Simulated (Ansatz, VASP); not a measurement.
## Si2C in VASP and in Ansatz

File INCAR:

```
  PREC = Accurate
  ENCUT = 520
  EDIFF = 1E-6
  ISMEAR = 0
  SIGMA = 0.1
  LREAL = F
  LASPH = T
  NELM = 100
  ALGO = Normal
  ISIF = 2
  LWAVE = F
  LCHARG = F
  GGA = PE
  NBANDS = 13
```

Contents of KPOINTS:

```
regular mesh
0
Gamma
  6 6 4
```

File POSCAR:

```
Si2C
1.0
    2.6686336500      0.0000000000      0.0000000000
    0.0000000000      2.6686336500      0.0000000000
    0.0000000000      0.0000000000      5.5321828000
Si C
2 1
Direct
    0.5000000000      0.5000000000      0.2843227100
    0.5000000000      0.5000000000      0.7156772900
    0.0000000000      0.0000000000      0.0000000000
```

Input for Ansatz:

```yaml
crystal:
  lattice:
    - [2.66863365, 0.0, 0.0]
    - [0.0, 2.66863365, 0.0]
    - [0.0, 0.0, 5.5321828]
  atoms:
    - { symbol: Si, position: [0.5, 0.5, 0.28432271] }
    - { symbol: Si, position: [0.5, 0.5, 0.71567729] }
    - { symbol: C, position: [0.0, 0.0, 0.0] }
basis:
  ecutwfc: 420
kpoints:
  mp_grid: { grid: [6, 6, 4] }
hamiltonian:
  xc: pbe
scf:
  occupations: { method: gaussian, width: 0.1 }
  lower_state_search: "off"
output:
  forces: true
  stress: true
  eigenvalues: true
```

Change from the starting cell: species swapped into the Ga2Cu type (P4/mmm, No. 123).

Alike in both runs: task single point; functional PBE; k mesh 6 × 6 × 4; occupations gaussian, width 0.1 eV; no spin polarisation.

|  | VASP | Ansatz |
| --- | --- | --- |
| version | VASP 6.6.1 | Ansatz 0.2.0 |
| potentials or method | VASP PAW PBE potentials, release 64 (Si, C) | scalar-relativistic, plane waves, PAW |
| plane-wave cutoff (eV) | 520 | 420 |
| valence electrons in the cell | 12 | 12 |

Ansatz gave:

* gap on the k mesh at the Fermi level (eV): none
* pressure (GPa): -9.6
* largest component of the traceless stress (GPa): 7.23
* rms of the force components (eV/Å): 0.920

**Question.** What did VASP give for the same quantities?

**Answer.** gap on the k mesh at the Fermi level (eV): none; pressure (GPa): -9.6; largest component of the traceless stress (GPa): 7.23; rms of the force components (eV/Å): 0.918.

Atom by atom the forces differ by 0.002 eV/Å (rms over components). A gap of «none» marks a metal or a gap that the smearing closes.

Caveats: the k mesh is coarse (spacing up to 0.39 Å⁻¹), so the values aren't converged; forces of over 1 eV/Å show positions far from the minimum, so gaps and moduli don't describe the material at rest.
